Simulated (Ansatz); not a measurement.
Worked example: InH(CH3)Cl + C2H3ClO → InHCl2 + C3H6O

Species: InH(CH3)Cl, singlet; C2H3ClO (acetyl chloride) `CC(=O)Cl`, singlet; InHCl2 `[Cl][InH][Cl]`, singlet; C3H6O (acetone) `CC(C)=O`, singlet. The partners trade CH3 for Cl: In–CH3 and C–Cl bonds give way to In–Cl and C–CH3.

Shapes, held fixed at every level: PBE0-D4/def2-TZVP. Programs: Ansatz 0.2.0. The zero-point and thermal change to 298 K, harmonic and unscaled (PBE0-D4/def2-TZVP), is +4.3 kJ/mol.

At CCSD(T)/def2-TZVPP; 1 Eh = 2625.50 kJ/mol:

```
   species   energy (Eh)
InH(CH3)Cl   -689.691849
   C2H3ClO   -612.737375
    InHCl2  -1109.633510
     C3H6O   -192.841302
```

Question: Work out ΔH(298 K) of the reaction at this level.

Answer: 
1. Products less reactants: (-1109.633510) + (-192.841302) − [(-689.691849) + (-612.737375)] = -0.045588 Eh = -119.7 kJ/mol.
2. With the thermal change: -119.7 + (+4.3) = -115.4 kJ/mol.

Other levels give -162.4 (HF/def2-SVP) to -98.0 kJ/mol (SPW92/def2-TZVPP). No measured value is set beside it here. For atoms past krypton def2 sets carry core potentials with scalar relativity. Outer-core shells of In are correlated, in sets that cover them unevenly. The median of the other levels is -131.2 kJ/mol.
